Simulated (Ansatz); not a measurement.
# CoSn: clamped-ion strain scan

All numbers below come from DFT PBE, scalar-relativistic, plane waves, PAW (Ansatz 0.2.0). Settings: plane waves to 420 eV, k-mesh 12×12×12 (Γ-centred), Gaussian smearing 0.15 eV. No spin polarisation. A magnetic state may lie lower. Energies are free energies at this smearing, counted from the undisturbed cell; pressure is positive in compression.

Zero of the scan (relaxed at this level; it needn't be the usual structure):

```
CELL_PARAMETERS angstrom
5.29659 0.00000 0.00000
-2.64829 4.58698 0.00000
0.00000 0.00000 4.23029
ATOMIC_POSITIONS crystal
Co 0.00000 0.50000 0.00000
Co 0.50000 0.50000 0.00000
Co 0.50000 0.00000 0.00000
Sn 0.66667 0.33333 0.50000
Sn 0.33333 0.66667 0.50000
Sn 0.00000 0.00000 0.00000
```

The cell is strained by ε times the Voigt pattern (0, 0, 1, 0, 0, 0) (xx, yy, zz, yz, xz, xy; engineering shear) with fractional coordinates fixed. The cell is metallic on the mesh throughout.

```csv
ε,ΔE (meV/atom),"stress summed along the pattern (GPa, tension positive)",pressure (GPa)
-0.0200,6.2,-5.72,2.8
-0.0100,1.7,-2.88,1.4
0.0000,0.0,-0.25,0.0
0.0050,?,0.99,?
0.0150,2.5,3.33,-1.8
```

**Question.** Give the withheld values.

**Answer.** ΔE (meV/atom) at ε = 0.0050: 0.2; pressure (GPa) at ε = 0.0050: -0.6.